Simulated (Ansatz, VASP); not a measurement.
## KI in VASP and in Ansatz

```
I K
1.0
     4.29120    0.00000    0.00000
     0.00000    4.29120    0.00000
     0.00000    0.00000    4.29120
I K
1 1
Direct
  0.50000 0.50000 0.50000
  0.00000 0.00000 0.00000
```

Measurements of this composition are mostly on another form, of space group No. 225.

Alike in both runs: task single point; functional PBE-based screened hybrid; k mesh 3 × 3 × 3; occupations fermi-dirac, width 0.05 eV; no spin polarisation.

|  | VASP | Ansatz |
| --- | --- | --- |
| version | VASP 6.6.1 | Ansatz 0.2.0 |
| potentials or method | VASP PAW PBE potentials, release 64 (I, K_sv) | Ansatz PAW |
| plane-wave cutoff (eV) | 520 | 420 |
| valence electrons in the cell | 16 | 26 |

|  | VASP | Ansatz | Ansatz less VASP |
| --- | --- | --- | --- |
| gap on the k mesh at the Fermi level (eV) | 5.10 | 5.11 | +0.011 |
| least direct gap on the mesh (eV) | 5.37 | 5.38 | +0.012 |
| pressure (GPa) | 0.3 | 0.4 | +0.04 |

The two sets of potentials don't hold the same shells in valence.

Caveats: spin-orbit coupling is left out, which moves the levels of the heavy elements; the k mesh is coarse (spacing up to 0.49 Å⁻¹), so the values aren't converged (VASP); the PAW data sets were made with another functional, which shifts forces and pressure a little (VASP); an odd mesh through Γ misses points on the zone boundary, where band edges often lie (VASP); the k mesh is coarse (spacing up to 0.49 Å⁻¹), so the values aren't converged, least of all with exact exchange (Ansatz); odd divisions of the mesh miss points on the zone boundary, where band edges often lie, so the gap on the mesh can be too wide (Ansatz); the PAW data sets come from PBE, with cores solved anew for the run's functional, which leaves a small shift of forces and pressure (Ansatz).
